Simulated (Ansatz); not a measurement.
## Relaxing Ba

All numbers below come from Ansatz, DFT PBE, scalar-relativistic, plane waves, PAW. Cutoff 420 eV, Γ-centred k mesh, Gaussian smearing, no spin polarisation in the final step.

Ba was placed on the simple cubic structure type (Pm-3m, No. 221), at a guessed volume.

```yaml
crystal:
  lattice:
    - [4.08281, 0.00000, 0.00000]
    - [0.00000, 4.08281, 0.00000]
    - [0.00000, 0.00000, 4.08281]
  atoms:
    - { symbol: Ba, position: [0.00000, 0.00000, 0.00000] }
```

Steps on the 14×14×14 mesh (1 atom). 4 of 5 steps are shown, and the free energy counts from the last. Trial steps that were taken back and renewals of the plane-wave basis can be among the rows.

| step | ΔF (meV/atom) | V (Å³/atom) | P (GPa) |
| --- | --- | --- | --- |
| 1 | 13.6 | 68.06 | -0.62 |
| 2 | 8.5 | 66.63 | -0.50 |
| 3 | 0.0 | 60.98 | 0.06 |
| 5 | 0.0 | 61.47 | 0.00 |

A final relaxation ran on a 14×14×14 mesh. The relaxed crystal, Pm-3m (No. 221):

```
Ba
1.0
     3.94657    0.00000    0.00000
     0.00000    3.94657    0.00000
     0.00000    0.00000    3.94657
Ba
1
Cartesian
  0.0000 0.0000 0.0000
```

| Property | Result |
| --- | --- |
| Volume per atom | 61.47 Å³ |
| Density | 3.71 g/cm³ |
| Energy over the standard structure | 0.30 eV/atom |
| Gap on the 14×14×14 mesh | 0 eV (a metal) |

Energies count from the standard state of Ba at the same level.

The final run used a 14×14×14 mesh on its 1-atom cell and 0.10 eV smearing. For metals, differences of a few meV/atom aren't resolved.

A structure relaxed within its symmetry needn't be a true minimum.